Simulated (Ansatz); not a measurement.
Cu Kα1 powder pattern (kinematic, no thermal factors).
```json
{"2θ (°)": "25.43", "relative intensity": "26"}
{"2θ (°)": "26.34", "relative intensity": "100"}
{"2θ (°)": "27.25", "relative intensity": "61"}
{"2θ (°)": "28.91", "relative intensity": "52"}
{"2θ (°)": "32.79", "relative intensity": "4"}
{"2θ (°)": "37.62", "relative intensity": "9"}
{"2θ (°)": "43.14", "relative intensity": "33"}
{"2θ (°)": "44.83", "relative intensity": "80"}
{"2θ (°)": "49.20", "relative intensity": "56"}
{"2θ (°)": "52.24", "relative intensity": "3"}
{"2θ (°)": "52.74", "relative intensity": "12"}
{"2θ (°)": "53.26", "relative intensity": "48"}
{"2θ (°)": "54.23", "relative intensity": "7"}
{"2θ (°)": "55.72", "relative intensity": "4"}
{"2θ (°)": "59.91", "relative intensity": "2"}
{"2θ (°)": "63.97", "relative intensity": "9"}
{"2θ (°)": "68.74", "relative intensity": "19"}
{"2θ (°)": "70.05", "relative intensity": "3"}
{"2θ (°)": "71.24", "relative intensity": "2"}
{"2θ (°)": "71.66", "relative intensity": "9"}
{"2θ (°)": "72.91", "relative intensity": "6"}
{"2θ (°)": "74.19", "relative intensity": "2"}
{"2θ (°)": "77.84", "relative intensity": "2"}
{"2θ (°)": "77.91", "relative intensity": "14"}
{"2θ (°)": "81.48", "relative intensity": "9"}
{"2θ (°)": "82.66", "relative intensity": "12"}
{"2θ (°)": "85.88", "relative intensity": "21"}
{"2θ (°)": "86.34", "relative intensity": "4"}
{"2θ (°)": "87.11", "relative intensity": "1"}
{"2θ (°)": "89.04", "relative intensity": "11"}
{"2θ (°)": "89.93", "relative intensity": "2"}
```

The pattern is computed from a structure relaxed with DFT PBE, scalar-relativistic, plane waves, PAW (Ansatz). No spin polarisation. Its elements are Mg, S.

**Question.** Give the structure.

**Answer.** MgS.
Space group P6_3mc (No. 186). a = 4.041 Å, b = 4.041 Å, c = 13.080 Å, α = 90.00°, β = 90.00°, γ = 120.00°
```
atom  site  symmetry       x       y       z
  Mg    2a       3m. 0.0000  0.0000  0.0949
  Mg    2b       3m. 0.3333  0.6667  0.3440
   S    2a       3m. 0.0000  0.0000  0.4057
   S    2b       3m. 0.3333  0.6667  0.1555
```

A pattern alone doesn't exclude other cells with like lines; this is the one computed.

The cell was found from a structure generator's guess, not taken from experiment.
